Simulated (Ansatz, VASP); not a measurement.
# Cross-check of Co7Sn (Co(0001)-(2x1)-Sn surface alloy) between VASP and Ansatz

One calculation is typed for both programs; each brings its own data sets. How far apart do they land? Of the first pair: The structure shown is the start of the Ansatz relaxation below; VASP solves that cell, so the two are compared at the walk's first step.

Program: Ansatz 0.2.0. Level of theory: plane waves, with VASP 6.6.1 beside it; PBE. Results are calculated unless marked as measured.

## 1. The starting structure

The cell holds 8 atoms: 7 Co and 1 Sn. Its edges and angles: a = 5.020 Å, b = 2.510 Å, c = 23.615 Å, α = 90.0°, β = 90.0°, γ = 60.0°. Vacuum lies along c.

## 2. Ansatz: relaxation, PBE

Ansatz runs on its default PAW (the set named soft_2) files.

The two programs are compared at the cell with which this relaxation starts, whose forces are those of its first step.

File input.yaml:

```yaml
crystal:
  lattice:
    - [5.02, 0.0, 0.0]
    - [1.255, 2.1737237635, 0.0]
    - [0.0, 0.0, 23.61483]
  atoms:
    - { symbol: Co, position: [0.33333333, 0.66666667, 0.3599433068], spin: 1.7 }
    - { symbol: Co, position: [0.83333333, 0.66666667, 0.3599433068], spin: 1.7 }
    - { symbol: Co, position: [0.0, 0.0, 0.4461438003], spin: 1.7 }
    - { symbol: Co, position: [0.5, 0.0, 0.4461438003], spin: 1.7 }
    - { symbol: Co, position: [0.33333333, 0.66666667, 0.5323442938], spin: 1.7 }
    - { symbol: Co, position: [0.83333333, 0.66666667, 0.5323442938], spin: 1.7 }
    - { symbol: Co, position: [0.0, 0.0, 0.6185447873], spin: 1.7 }
    - { symbol: Sn, position: [0.5, 0.0, 0.6400566932] }
magnetization:
  spin_polarized: true
kpoints:
  mp_grid: { grid: [7, 13, 1] }
hamiltonian:
  xc: pbe
scf:
  occupations: { method: fermi_dirac, width: 0.1 }
  convergence: { dr2_threshold: 1.0e-08 }
efield:
  axis: 3
  dipole_correction: true
  ramp_position: 0.97
  ramp_width: 0.06
relax:
  f_tol: 0.015
  max_steps: 90
  constraints: [{ sites: [0, 1, 2, 3] }]
output:
  write_potential: true
  write_density: true
  volumetric_format: npy
```

The run is started by

```console
$ ansatz run input.yaml --threads 4 --pin off --max-ram 12288MiB --backend cpu --events-out ev --progress --plain --runs-dir out
```

Numbers of over 12 decimals in the logs are rounded to 6 here.

Log:

```text
Warning: crystal.symmetry: narrowed to the stabiliser of the k-point mesh — unitary ops 2 → 1; excluded 1 operation that carries a point of the 7×13×1 mesh (shift [0, 0, 0]) off the mesh (the run samples exactly the mesh kpoints.mp_grid names, as under crystal.symmetry.detect: false, and its converged state has the mesh's symmetry, not the crystal's; ε∞, the Born charges and the force constants of a linear response (`dielectric:` by the response, `phonons.method: dfpt`) are averaged over those of the crystal's operations that the state keeps within a tolerance, where `mesh_tensors`, `unaveraged_element` or `gamma_mean_max_change_ev_ang2` stands beside them; [rest of the remark cut]
Engine: ansatz 0.2.0, aarch64-unknown-linux-gnu
Pseudopotentials: kind: paw
Pseudopotential: Co, paw, valence charge 17, recommended cutoff 420 eV (normal), Co.paw.azcp
Pseudopotential: Sn, paw, valence charge 14, recommended cutoff 420 eV (normal), Sn.paw.azcp
Functional definition: PBE
  parameter kappa = 0.804
  parameter beta = 0.066725
  exchange = pbe_x(kappa = kappa, mu = beta*pi^2/3)
  correlation = pbe_c(beta = beta)
Crystal: 8 atoms, lattice volume = 257.687 Å³
Basis set: ecut = 420 eV, 5049 PW (Γ), exchange–correlation on 72×36×320 points (8 copies of the dense FFT grid, shifted against one another)
Bands: 87, of which v1, the nominal top of the filled ones, is band 67 counted from 1 (66 counted from 0)
Symmetry: 1 space group operations
k-points: 46 of 91 (time reversal used)
Non-local potential: Co, projectors of the file, l = 0: 3, l = 1: 2, l = 2: 3, l = 3: 1
Non-local potential: Sn, projectors of the file, l = 0: 2, l = 1: 2, l = 2: 2, l = 3: 2
PAW form: soft (Blöchl's): semilocal exchange-correlation on the pseudo side does not see the compensation charge
PAW one-centre angular grid: Co, 590 points (default); XC on 64 Gauss nodes
PAW one-centre angular grid: Sn, 590 points (default); XC on 64 Gauss nodes
Initial density: superposition of atomic densities (neutral atoms: chi_scale 0, normalization atom)
Starting moments: Σ|m| = 11.9 μB on 7 of 8 sites
Initial wavefunctions: pseudopotential atomic-orbital guess
Functional: x = pbe(κ = 0.804, μ = 0.219515), c = pbe(β = 0.066725)
SCF iter   1: F=—  HF=-41900.446615 eV  |F-HF|=—  |Δ(HF+E_count)|=         —  Δρ=4.04e-2 (↑1.18e-2 ↓4.04e-2)  dr2=1.52e1  dr2_m=9.07e-1  M=11.591 μB ∫|m|=12.081 μB  β_m=1.00  ethr=3.10e-3  p=-0.000 e·Å  D=-2.60e-6 V/Å  ΔV_dip=0.00 eV  dr2_dipole=1.58e0  V_vac-E_F(+/−)=7.25/7.25 eV  ⟨swp⟩=10.3  Hψ=43538  notcnv=0  defer=194
Mixer restart at iter 1: flushing history
efield: sawtooth ramp at fractional position 0.9700 (set: `efield.ramp_position`, or a place that a band, a saddle search or an elastic batch's reference lends), width 0.0600; the density the first Hamiltonian is built on has a dipole p = -0.000 e·Å; the dipole correction subtracts the counter field D = -2.60e-6 V/Å, which shifts the + side's vacuum level by +0.00 eV against the − side's; the planar-averaged density in the ramp window peaks in size at 7.0e-6 e/Å³
preconditioner: auto → LDOS  [metal: Δε(μ)=0.002 eV  Ē_g=9.316 eV  σ=0.100 eV  W_gap=0.01  n_scr=48 (ndim 8)  ℏωp=20.3 eV  f_vac=0.570  D(μ)=10.19/eV (n_scr^D=68)]
spin=Collinear: LDOS preconditioning applied to the charge; magnetization (m = ρ↑ − ρ↓) channel mixes plain (no charge-response kernel on spin).
SCF iter   2: F=—  HF=-41899.563044 eV  |F-HF|=—  |Δ(HF+E_count)|=   8.84e-1  Δρ=1.25e-2 (↑1.25e-2 ↓7.12e-3)  dr2=2.41e0  dr2_m=1.05e-1  M=11.555 μB ∫|m|=12.482 μB  β_m=0.35  ethr=3.10e-3  p=0.040 e·Å  D=2.83e-2 V/Å  ΔV_dip=-0.67 eV  dr2_dipole=3.30e-1  V_vac-E_F(+/−)=5.80/6.47 eV  ⟨swp⟩=2.6  Hψ=13526  notcnv=0  defer=500
density mixer auto → msr1: a metal under ldos (density of states about μ 2.73 of a free-electron gas's, 48 screened modes)
SCF iter   3: F=—  HF=-41902.290668 eV  |F-HF|=—  |Δ(HF+E_count)|=    2.73e0  Δρ=5.41e-3 (↑5.41e-3 ↓4.56e-3)  dr2=2.13e-1  dr2_m=3.30e-2  M=11.523 μB ∫|m|=12.594 μB  β_m=0.44  ethr=1.81e-3  p=0.067 e·Å  D=4.70e-2 V/Å  ΔV_dip=-1.11 eV  dr2_dipole=8.76e-3  V_vac-E_F(+/−)=4.75/5.86 eV  ⟨swp⟩=3.2  Hψ=12700  notcnv=0  defer=503
SCF iter   4: F=—  HF=-41903.860881 eV  |F-HF|=—  |Δ(HF+E_count)|=         —  Δρ=1.14e-2 (↑9.76e-3 ↓1.14e-2)  dr2=2.91e-1  dr2_m=2.51e-1  M=11.459 μB ∫|m|=12.611 μB  β_m=0.44  ethr=1.60e-4  p=0.078 e·Å  D=5.51e-2 V/Å  ΔV_dip=-1.30 eV  dr2_dipole=1.07e-1  V_vac-E_F(+/−)=4.11/5.41 eV  ⟨swp⟩=2.6  Hψ=14461  notcnv=0  defer=548
[...]
NSCF: frozen V_eff on 46 k-points
the band table was solved once a step of the walk had ended and its energy, with any forces and stress, was formed, with the checks that follow a solve (42962 applications of the Hamiltonian). They found nothing against the state; the energy, forces and stress were not computed again (output.eigenvalues in the input reference)
WARN: The output density's exchange-correlation potential varies sharply where the density is thin. Do not read a vacuum level from v_tot or v_xc, or from such a field of the output density. On a cell that repeats whose density bears no net charge and no dipole along the vacuum's axis use v_es (v_loc + v_h of the components); under efield.dipole_correction with no amplitude use v_es + v_field, which holds any externa [...]
SCF converged after 10 iterations
Magnetization: 11.2592 μB (72.1296 up, 60.8704 down)
Absolute magnetization: 12.3780 μB (∫|ρ↑−ρ↓|, with the PAW one-centre terms)
Spin contamination: 0.2431 ħ² per cell (⟨S²⟩ above its minimum at these occupations)
Per-site moments (μB) at R_I (Å): [(1.815567, 1.030734), (1.819577, 1.030734), (1.741697, 1.021144), (1.711665, 1.016317), (1.685293, 1.006888), (1.722786, 1.004712), (1.202612, 1.004712), (-0.00946873, 1.035375)]
Free energy (F): -41904.374518 eV
Harris-Foulkes:  -41904.374518 eV  (|F-HF|=3.94e-9)
Internal energy: -41904.059984 eV  (E = F + TS)
E sigma→0 (E₀):  -41904.217251 eV
Entropy (-TS):   -0.314534 eV (-39.317 meV/atom)
Fermi energy:    4.035883 eV
Dipole field:    D = 0.048442 V/Å  (p = 0.068984 e·Å, saw-weighted, corrected)
Work function:   Φ+ = 3.8430 eV   Φ− = 4.9870 eV
Levels:          The Fermi level and band energies are counted from a zero that moves with the ramp; work functions are not
--- Per-component energies (eV) ---
  E_band       = -3627.489761
  E_kinetic    = 3360.339694
  E_local      = -270273.211043  (includes V_loc(G=0)·N_el)
  E_nonlocal   = 3159.471601
  E_hartree    = 132721.718605
  E_xc         = -1491.282840
  E_vxc        = -1526.684610  (∫ρ·V_xc dr)
  E_paw        = -14752.775179  (= ΣΔE_a)
  E_vpaw       = -3792.685555  (= ΣTr[D̂ρ^β])
  E_aug_tail   = 0.000527  (compensation charges beyond the density's cutoff)
  E_efield     = 0.001671  (sawtooth field / dipole correction)
  E_vefield    = 1.849496  (∫n·V_field dr)
  E_ewald      = 105371.676979
  E_smearing   = -0.314534  (= −TS)
  E_closure    = 0.000000  (closes the sum)
  Σ components = -41904.374518   (vs F -41904.374518, Δ=0.00e0)
--- Forces (eV/Å), atoms counted from 1 ---
  atom   1  Co     0.00857293    -0.00598888     0.42634695
  atom   2  Co    -0.00785253     0.00375856     0.35799441
  atom   3  Co     0.06105163    -0.03437390    -0.30194846
  atom   4  Co    -0.06109106     0.03617119    -0.48101988
  atom   5  Co    -0.00083519     0.00054833     0.00057670
  atom   6  Co     0.00035576    -0.00026547    -0.00215171
  atom   7  Co    -0.00143272     0.00084369    -0.00006937
  atom   8  Sn     0.00123051    -0.00069312     0.00025150
  max |Σ_I F_I| component: 1.99e-5 eV/Å
--- Band table (eV; the first three rows and the last of 92) ---
  k-point 0 ↑: bands = [... 63 lower, 2.7947, 2.8346, 2.9069, 3.0260, 3.0910, 3.2613, 3.3307, 3.3813, ... 16 higher]
  k-point 1 ↑: bands = [... 63 lower, 2.7156, 2.7512, 2.8392, 2.9657, 3.0370, 3.0815, 3.1231, 3.2983, ... 16 higher]
  k-point 2 ↑: bands = [... 63 lower, 2.5981, 2.6839, 2.7204, 2.8022, 2.8541, 3.0512, 3.1250, 3.2900, ... 16 higher]
  k-point 45 ↓: bands = [... 63 lower, 4.1322, 4.1966, 4.2932, 4.3986, 4.4575, 4.6121, 4.6408, 4.7285, ... 16 higher]
--- Relaxed structure (5 steps of the walk, 5 accepted, 0 SCFs on fresh bases) ---
  F+E_penalty+E_count = -41904.37451772 eV   max|allowed force component| = 2.152e-3 eV/Å
  atoms:
    - { symbol: Co, position: [0.333333, 0.66666667, 0.359943] }
    - { symbol: Co, position: [0.833333, 0.666667, 0.359943] }
    - { symbol: Co, position: [0.0, 0.0, 0.446144] }
    - { symbol: Co, position: [0.500000, 0, 0.446144] }
    - { symbol: Co, position: [0.339684, 0.660143, 0.530949] }
    - { symbol: Co, position: [0.830685, 0.669158, 0.530966] }
    - { symbol: Co, position: [0.00208397, -0.00219738, 0.613541] }
    - { symbol: Sn, position: [0.500622, -0.000790391, 0.642604] }
```

Reading the cycles: dr2 is the Hartree energy of the density residual (eV), the measure of convergence; HF is the Harris–Foulkes estimate of the energy, which meets the free energy F at convergence.

(Part 1 of 2 ends here.)

[Lines on the potential files, build, host, timing and source positions are cut from VASP's logs without a mark.]

[Logs are printed without paths, hosts, clocks, repeated set-up lines and the standing remarks that a program may print on its own settings, such as how far it seeks lower states.]

[Hosts, paths, dates, database ids (printed as entryN), source tags and the programs' standing remarks are cut or masked in the printed files.]
